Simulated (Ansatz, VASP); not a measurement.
Ir: VASP beside Ansatz

The input INCAR:

```
SYSTEM = Ir
PREC = Accurate
ENCUT = 600
EDIFF = 1E-6
ISMEAR = 0
SIGMA = 0.1
LREAL = .False.
LASPH = .True.
NELM = 100
ALGO = Fast
ISIF = 3
LWAVE = .False.
LCHARG = .False.
GGA = PE
IBRION = 2
NSW = 90
EDIFFG = -0.04
```

The input KPOINTS:

```
regular mesh
0
Gamma
  6 6 6
  0 0 0
```

The input POSCAR:

```
Ir
1.0
    3.7045553359      0.0000000000      0.0000000000
    0.0000000000      3.7045553359      0.0000000000
    0.0000000000      0.0000000000      3.7045553359
Ir
3
Direct
    0.0000000000      0.5000000000      0.5000000000
    0.5000000000      0.0000000000      0.5000000000
    0.5000000000      0.5000000000      0.0000000000
```

Input for Ansatz:

```yaml
crystal:
  lattice:
    - [3.7045553359, 0.0, 0.0]
    - [0.0, 3.7045553359, 0.0]
    - [0.0, 0.0, 3.7045553359]
  atoms:
    - { symbol: Ir, position: [0.0, 0.5, 0.5] }
    - { symbol: Ir, position: [0.5, 0.0, 0.5] }
    - { symbol: Ir, position: [0.5, 0.5, 0.0] }
basis:
  ecutwfc: 420
kpoints:
  mp_grid: { grid: [6, 6, 6] }
hamiltonian:
  xc: pbe
scf:
  occupations: { method: gaussian, width: 0.1 }
  lower_state_search: "off"
output:
  forces: true
  stress: true
  eigenvalues: true
relax:
  adjacent_minimum: "off"
  f_tol: 0.04
  max_steps: 70
  cell: { stress_tol: 0.4 }
```

Alike in both runs: task relaxation of cell and atoms; functional PBE; k mesh 6 × 6 × 6; occupations gaussian, width 0.1 eV; no spin polarisation.

|  | VASP | Ansatz |
| --- | --- | --- |
| version | VASP 6.6.1 | Ansatz 0.2.0 |
| potentials or method | VASP PAW PBE potentials, release 64 (Ir) | scalar-relativistic, plane waves, PAW |
| plane-wave cutoff (eV) | 600 | 420 |
| valence electrons in the cell | 27 | 51 |

VASP gave:

* gap on the k mesh at the Fermi level, each at its own relaxed structure (eV): none
* relaxed volume (Å³/atom): 17.38
* relaxed cell length with the largest relative difference (Å): 3.736
* energy change over the relaxation (meV/atom): -9

Estimate Ansatz's values.

gap on the k mesh at the Fermi level, each at its own relaxed structure (eV): none; relaxed volume (Å³/atom): 17.35; relaxed cell length with the largest relative difference (Å): 3.733; energy change over the relaxation (meV/atom): -8.

A gap of «none» marks a metal or a gap that the smearing closes. The two sets of potentials don't hold the same shells in valence.

The runs have no spin-orbit coupling, so splittings on Ir are missing.
